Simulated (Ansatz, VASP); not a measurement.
Al in VASP and in Ansatz

```xyz
2
Lattice="0.0000 2.2807 2.2807 2.2807 0.0000 2.2807 2.2807 2.2807 0.0000" Properties=species:S:1:pos:R:3 pbc="T T T"
Al   -0.5702   -0.5702   -0.5702
Al    0.5702    0.5702    0.5702
```

Change from the starting cell: volume scaled by 0.45, LAPW.

Alike in both runs: task single point; functional LDA; k mesh 12 × 12 × 12; occupations fermi-dirac, width 0.08 eV; no spin polarisation.

|  | VASP | Ansatz |
| --- | --- | --- |
| version | VASP 6.6.1 | Ansatz 0.2.0 |
| potentials or method | VASP PAW LDA potentials, release 64 (Al), cutoff 520 eV | all-electron LAPW, scalar-relativistic |

Ansatz gave:

```
pressure (GPa) : 145.0
```

Q: Estimate VASP's values.

A: Pressure (GPa): 147.1.

Ansatz ran all-electron here, so the differences hold the error of VASP's frozen core and of both bases.

Caveats: the cell as given lies far from equilibrium; so large a pressure means that the cell lies far from this level's equilibrium, or that cutoff or potentials fall short (VASP).
